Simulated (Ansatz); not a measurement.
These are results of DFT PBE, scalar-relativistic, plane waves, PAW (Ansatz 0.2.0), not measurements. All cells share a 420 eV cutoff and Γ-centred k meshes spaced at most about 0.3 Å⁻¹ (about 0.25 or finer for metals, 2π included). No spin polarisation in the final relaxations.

Temperature and zero-point effects are left out. All come from trial cells, and lower structures may exist.

**Question.** Which of these relaxed structures of Sb is the lowest in energy?
A.

```xyz
1
Lattice="3.1095 0.0000 0.0000 0.0000 3.1095 0.0000 0.0000 0.0000 3.1095" Properties=species:S:1:pos:R:3 pbc="T T T"
Sb    1.5548    1.5548    1.5548
```

B.

```xyz
1
Lattice="-1.5856 1.5856 2.7759 1.5856 -1.5856 2.7759 1.5856 1.5856 -2.7759" Properties=species:S:1:pos:R:3 pbc="T T T"
Sb    0.0000    0.0000    0.0000
```

**Answer.** A. It has the simple cubic type, space group Pm-3m (No. 221); the next, B, with the indium (bct) type, space group I4/mmm (No. 139), lies 253 meV/atom higher. Counting all near atoms (those within 1.25 times the shortest such distance or 1.15 times the sum of covalent radii, 1.27 where that leaves under three; a plus sign parts nearer from farther groups), the lowest has Sb 6 and the next has Sb 4+8.

No dispersion correction is applied, so the spacing and binding between layers, chains or molecules are poorly described (I4/mmm), and this can change margins and order among such cells. Spin–orbit coupling, which can matter for Sb, is left out. Cells relaxed within their symmetry can be saddle points. The part of the Crystallography Open Database at hand lists Sb in space groups No. 139, 166, 194, 221, 225 and others; sharing a group (I4/mmm and Pm-3m) doesn't make a cell the listed structure. Some types were kept out of the candidates beforehand, so the set may lack a known form.
